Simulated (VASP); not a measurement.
Here is a VASP 6.6.1 calculation.

Contents of INCAR:

```
SYSTEM = P
ALGO = Fast
EDIFF = 1E-7
EDIFFG = -0.002
ENCUT = 520
GGA = PS
IBRION = 2
ISIF = 3
ISMEAR = 0
IVDW = 12
LASPH = .True.
LCHARG = .False.
LREAL = .False.
LWAVE = .False.
NELM = 80
NSW = 80
PREC = Accurate
PSTRESS = 74.0
SIGMA = 0.02
```

Contents of KPOINTS:

```
k-points
0
Gamma
  6 6 6
  0 0 0
```

Contents of POSCAR:

```
P                                       
1.0
    1.6624174368      0.9597971575      2.8326122601
   -1.6624174368      0.9597971575      2.8326122601
   -0.0000000000     -1.9195943043      2.8326122597
  P             
     2
Direct
     0.2356822477985612    0.2356822477985612    0.2356822477987981
     0.7643177522014387    0.7643177522014387    0.7643177522012019
```

Potentials or basis: VASP PAW PBE potentials, release 64 (P).

Command:

```console
$ cat potpaw_PBE.64/P/POTCAR > POTCAR
$ mpirun -np 1 vasp_std > vasp.out
```

What does it give for the space group after relaxing (to 0.05 Å)?

R-3m (No. 166).

Predict the relaxed cell.

a = 3.421 Å, b = 3.421 Å, c = 3.421 Å, α = 58.14°, β = 58.14°, γ = 58.14°.

Final structure:
```xyz
2
Lattice="1.6623 0.9598 2.8322 -1.6623 0.9598 2.8322 0.0000 -1.9195 2.8322" Properties=species:S:1:pos:R:3 pbc="T T T"
P     0.0000    0.0000    2.0025
P     0.0000    0.0000    6.4942
```

Caveat: the k mesh is coarse (spacing up to 0.38 Å⁻¹), so the values aren't converged.
